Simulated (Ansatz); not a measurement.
Consider BeO in the wurtzite structure (space group P6_3mc, No. 186).

```cif
data_Be2O2
_chemical_formula_sum 'Be2 O2'
_space_group_name_H-M_alt 'P 1'
_space_group_IT_number 1
_cell_length_a 2.71181
_cell_length_b 2.71181
_cell_length_c 4.40456
_cell_angle_alpha 90.000
_cell_angle_beta 90.000
_cell_angle_gamma 120.000
loop_
_space_group_symop_operation_xyz
  'x, y, z'
loop_
_atom_site_label
_atom_site_type_symbol
_atom_site_fract_x
_atom_site_fract_y
_atom_site_fract_z
_atom_site_occupancy
Be1 Be 0.66667 0.33333 0.00149 1
Be2 Be 0.33333 0.66667 0.50149 1
O1 O 0.66667 0.33333 0.62371 1
O2 O 0.33333 0.66667 0.12371 1
```

The values are results of Kohn–Sham DFT with the PBE functional, run in Ansatz (a quantum-chemistry and plane-wave program) with PAW and 420 eV plane waves, no spin-orbit coupling, not measurements.

For the base:

```
Item                               Result
----------------------------  -----------
Gap between the host's bands      7.45 eV
Gap character                 direct at Γ
```

It is then changed as follows: 0.0421 electrons added to each cell, a density of 1.5×10^21 cm⁻³, with a uniform compensating background at fixed cell and a 300 K Fermi–Dirac width.

Task: Predict the new gap between the host's bands.

Result: The gap between the host's bands shrinks by 0.04 eV, from 7.45 eV to 7.41 eV.

Task: What does the calculation give for the gap character after the change?

Result: The gap character is still direct at Γ.

Task: Estimate the effect on the Fermi level from band edge.

Result: The Fermi level relative to the doped band's edge (positive inside the band; to 0.05 eV) amounts to +0.70 eV.

Carriers are added with a uniform compensating background; total energy and stress of such cells depend on the potential's zero and are not compared; many-body gap narrowing is missing at this level. Stability against distortions was not tested.
